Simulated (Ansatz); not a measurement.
# Ge: single point with PBE

The system is Ge.

```
Ge
1.0
     1.39715   -2.60052    0.00000
     1.39715    2.60052    0.00000
     0.00000    0.00000    2.69823
Ge
1
Direct
  0.50000 0.50000 0.00000
```

This isn't the form of Ge at room conditions, which is diamond.

| Property | Result |
| --- | --- |
| Program | Ansatz 0.2.0 |
| Task | single point |
| Functional | PBE |
| Potentials or basis | Ansatz PAW |
| Cutoff | 420 eV (not typed: the program's choice for these potentials) |
| k mesh | 11 × 11 × 10 |
| Occupations | gaussian, width 0.024 eV |
| Spin | no spin polarisation |

```
Pressure               : -0.6 GPa
Band gap on the k mesh : none (metal or under the smearing width)
```

Stress tensor (GPa, compression positive):
```
 1.09  0.00  0.00
 0.00 -2.83  0.00
 0.00  0.00 -0.20
```

Levels at points of the mesh, in eV from the Fermi level:
| k point | band 3 | band 4 | band 5 | band 6 | band 7 | band 8 | band 9 | band 10 | band 11 |
| --- | --- | --- | --- | --- | --- | --- | --- | --- | --- |
| (0.00, 0.00, 0.00) | -24.61 | -24.50 | -24.48 | -12.85 | 6.68 | 7.15 | 8.66 | 10.12 | 12.46 |
| (0.00, 0.00, -0.50) | -24.57 | -24.55 | -24.52 | -9.08 | -5.66 | 9.98 | 11.49 | 15.92 | 16.14 |

Wall time 1.1 s on 2 threads of Arm Neoverse V2, on a shared host, peak memory 0.32 GiB.
